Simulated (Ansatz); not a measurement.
# CdF2: the cost of one run

Computed with Ansatz 0.2.0 (DFT PBE, scalar-relativistic, plane waves, PAW, unless a step's input says otherwise).

### Step 1. Starting point

The structure is trigonal, space group R-3m (No. 166). The conventional cell has a = 3.689 Å, b = 3.689 Å, c = 9.924 Å, α = 90.00°, β = 90.00°, γ = 120.00°. Around Cd (site symmetry -3m) lie 2 F at 1.69 Å. F (site symmetry 3m) has 1 Cd at 1.69 Å as nearest neighbours.

As a file:

```cif
data_structure
_symmetry_space_group_name_H-M 'P 1'
_symmetry_Int_Tables_number 1
_cell_length_a 3.9344
_cell_length_b 3.9344
_cell_length_c 3.9344
_cell_angle_alpha 55.916
_cell_angle_beta 55.916
_cell_angle_gamma 55.916
_cell_volume 38.99
loop_
_atom_site_label
_atom_site_type_symbol
_atom_site_fract_x
_atom_site_fract_y
_atom_site_fract_z
_atom_site_occupancy
Cd1 Cd 0.00000 0.00000 0.00000 1
F1 F 0.17071 0.17071 0.17071 1
F2 F 0.82929 0.82929 0.82929 1
```

The guess is a distorted database cell: CdF2 type (Fm-3m) distorted into a subgroup (R-3m, No. 166).

### Step 2. Probe: one point on a coarse mesh

input.yaml reads:

```yaml
crystal:
  lattice:
    - [1.84454728, 1.06494987, 3.30802358]
    - [-1.84454728, 1.06494987, 3.30802358]
    - [0.0, -2.12989974, 3.30802358]
  atoms:
    - { symbol: Cd, position: [0.0, 0.0, 0.0] }
    - { symbol: F, position: [0.17070542, 0.17070542, 0.17070542] }
    - { symbol: F, position: [0.82929458, 0.82929458, 0.82929458] }
basis:
  ecutwfc: 420
kpoints:
  mp_grid: { grid: [6, 6, 6] }
hamiltonian:
  xc: pbe
scf:
  occupations: { method: gaussian, width: 0.1 }
  lower_state_search: "off"
output:
  forces: true
  stress: true
  eigenvalues: true
```

The run is started by

```
$ ansatz run input.yaml --threads 1 --pin off --max-ram 2048MiB --backend cpu --events-out ev --progress --plain --runs-dir out
```

What time and memory should one allow on 1 thread of Intel Xeon Platinum 8375C at 2.90GHz (Ice Lake), shared host?

About 1.3 s, with a peak of 0.33 GiB.
